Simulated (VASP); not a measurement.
## VASP 6.6.1 run: GaN

INCAR

```
NELM = 120
ENCUT = 520
METAGGA = RSCAN
LCHARG = .FALSE.
LREAL = .FALSE.
LASPH = .TRUE.
PREC = Accurate
NSW = 0
IBRION = -1
ISIF = 2
ISMEAR = -1
LWAVE = .FALSE.
NBANDS = 16
SIGMA = 0.02
EDIFF = 1E-7
```

KPOINTS

```
KPOINTS created by Atomic Simulation Environment
0
Gamma
10 10 10
0 0 0
```

POSCAR

```
Ga N
 1.0000000000000000
     0.0000000000000000    2.2489525411000000    2.2939315918999998
     2.2489525411000000    0.0000000000000000    2.2939315918999998
     2.2489525411000000    2.2489525411000000    0.0000000000000000
 Ga  N
   1   1
Cartesian
  0.0000000000000000  0.0000000000000000  0.0000000000000000
  1.1244762705500000  1.1244762705500000  1.1469657959500001
```

The recommended PBE PAW datasets give the neutral cell 18 valence electrons.

Command

```
mpirun -np 1 vasp_std
```

OSZICAR

```
N       E                     dE             d eps       ncg     rms          rms(c)
DAV:   1     0.648546803584E+02    0.64855E+02   -0.95079E+03  3624   0.207E+03
DAV:   2    -0.292143417773E+02   -0.94069E+02   -0.86949E+02  3688   0.344E+02
DAV:   3    -0.354487558859E+02   -0.62344E+01   -0.62087E+01  3840   0.734E+01
DAV:   4    -0.355228269586E+02   -0.74071E-01   -0.74056E-01  4200   0.861E+00
DAV:   5    -0.355237581257E+02   -0.93117E-03   -0.93116E-03  3888   0.873E-01    0.721E+00
DAV:   6    -0.306442124215E+02    0.48795E+01   -0.35683E+00  4984   0.398E+01    0.249E+00
DAV:   7    -0.307238956429E+02   -0.79683E-01   -0.42342E-01  3552   0.713E+00    0.174E+00
DAV:   8    -0.307382210284E+02   -0.14325E-01   -0.38164E-02  4368   0.504E+00    0.233E-01
DAV:   9    -0.307366225180E+02    0.15985E-02   -0.14408E-02  4896   0.306E+00    0.151E-01
DAV:  10    -0.307367453590E+02   -0.12284E-03   -0.90335E-04  3840   0.264E-01    0.152E-01
...
DAV:  15    -0.307368186372E+02    0.24083E-03   -0.23991E-04  4736   0.255E-01    0.835E-02
DAV:  16    -0.307367293561E+02    0.89281E-04   -0.17900E-04  4976   0.242E-01    0.323E-02
DAV:  17    -0.307367193000E+02    0.10056E-04   -0.46769E-05  4936   0.102E-01    0.136E-02
DAV:  18    -0.307367250307E+02   -0.57308E-05   -0.69844E-06  4648   0.367E-02    0.919E-03
DAV:  19    -0.307367440283E+02   -0.18998E-04   -0.16584E-06  4080   0.164E-02    0.417E-03
DAV:  20    -0.307367507827E+02   -0.67545E-05   -0.84490E-07  4808   0.195E-02    0.285E-03
DAV:  21    -0.307367531016E+02   -0.23189E-05   -0.23443E-07  3384   0.779E-03    0.347E-03
DAV:  22    -0.307367562482E+02   -0.31466E-05   -0.19932E-07  2824   0.861E-03    0.119E-03
DAV:  23    -0.307367561940E+02    0.54266E-07   -0.48131E-08  1704   0.208E-03
   1 F= -.30736756E+02 E0= -.30736756E+02  d E =-.369383E-11
```

Standard output (part)

```
POSCAR found type information on POSCAR GaN
 POSCAR found :  2 types and       2 ions
 LDA part: xc-table for (None), standard interpolation
 POSCAR, INCAR and KPOINTS ok, starting setup
 WAVECAR not read
 entering main loop
```

From OUTCAR

```
k-points           NKPTS =    102   k-points in BZ     NKDIM =    102   number of bands    NBANDS=     16

   NELECT =      18.0000    total number of electrons

   dimension x,y,z NGX =    24 NGY =   24 NGZ =   24
   dimension x,y,z NGXF=    48 NGYF=   48 NGZF=   48

  energy-cutoff  :      520.00
  volume of cell :       23.20
      direct lattice vectors                 reciprocal lattice vectors
     0.000000000  2.248952541  2.293931592    -0.222325723  0.222325723  0.217966395
     2.248952541  0.000000000  2.293931592     0.222325723 -0.222325723  0.217966395
     2.248952541  2.248952541  0.000000000     0.222325723  0.222325723 -0.217966395

 k-points in reciprocal lattice and weights: KPOINTS created by Atomic Simulation Env
   0.00000000  0.00000000  0.00000000       0.001
   0.10000000 -0.00000000  0.00000000       0.008
   0.20000000 -0.00000000  0.00000000       0.008
   0.30000000  0.00000000  0.00000000       0.008
   0.40000000 -0.00000000  0.00000000       0.008
   0.50000000  0.00000000  0.00000000       0.004
   0.10000000  0.10000000  0.00000000       0.002
   0.20000000  0.10000000  0.00000000       0.008
   ...

 E-fermi :   5.2365

 k-point     1 :       0.0000    0.0000    0.0000
  band No.  band energies     occupation
      1     -11.7636      2.00000
      2      -9.0734      2.00000
      3      -9.0531      2.00000
      4      -9.0525      2.00000
      5      -8.7299      2.00000
      6      -8.7297      2.00000
      7       4.7410      2.00000
      8       4.8368      2.00000
      9       4.8370      2.00000
     10       6.8495      0.00000
     11      15.6991      0.00000
     12      15.6995      0.00000
     13      15.7590      0.00000
     14      23.1677      0.00000
     15      24.0058      0.00000
     16      24.6674      0.00000

 k-point     2 :       0.1000   -0.0000    0.0000
  band No.  band energies     occupation
      1     -11.6572      2.00000
      2      -9.0552      2.00000
      3      -9.0394      2.00000
      4      -9.0153      2.00000
      5      -8.7315      2.00000
      6      -8.7303      2.00000
      7       3.7130      2.00000
      8       4.6627      2.00000
      9       4.7348      2.00000
     10       7.7073      0.00000
     11      15.2093      0.00000
     12      15.8789      0.00000
     13      15.9011      0.00000
     14      22.6699      0.00000
     15      23.2484      0.00000
     16      23.2538      0.00000

 k-point     3 :       0.2000   -0.0000    0.0000
  band No.  band energies     occupation
      1     -11.3881      2.00000
      2      -9.0219      2.00000
      3      -9.0078      2.00000
      4      -8.8499      2.00000
      5      -8.7316      2.00000
      6      -8.7269      2.00000
      7       1.8731      2.00000
      8       4.3867      2.00000
      9       4.4830      2.00000
     10       8.8389      0.00000
     11      14.4254      0.00000
     12      16.1184      0.00000
     13      16.1903      0.00000
     14      21.8028      0.00000
     15      22.2947      0.00000
     16      22.3781      0.00000

 ...

  Total       -0.3558927     -0.3558927     -0.7413884      0.0000000      0.0000000      0.0000000
  in kB      -24.5730240    -24.5730240    -51.1900249      0.0000000      0.0000000      0.0000000
  external PRESSURE =     -33.4453576 kB  Pullay stress =       0.0000000 kB

 POSITION                                       TOTAL-FORCE (eV/Angst)
 -----------------------------------------------------------------------------------
      0.00000      0.00000      0.00000         0.000000      0.000000     -0.000000
      1.12448      1.12448      1.14697        -0.000000     -0.000000      0.000000
 -----------------------------------------------------------------------------------
    total drift:                               -0.000016     -0.000016     -0.000179

  FREE ENERGIE OF THE ION-ELECTRON SYSTEM (eV)
  ---------------------------------------------------
  free  energy   TOTEN  =       -30.7367561940 eV

  energy  without entropy=      -30.7367561940  energy(sigma->0) =      -30.73675619
```

It converged. Results: gap between bands v and c on the k mesh 2.01 eV; least direct gap on the k mesh 2.01 eV; pressure -3.3 GPa. Band v is the last that the valence electrons fill when counted band by band, and c is the next.

For comparison, a separate PBE run of the intended cell, on usual settings and not on those above, gives a gap of 1.60 eV on its mesh and a pressure of 2.5 GPa.

The run above took about 2 min on one core of a shared host (Intel Xeon Platinum 8488C) and held 0.17 GiB at most.
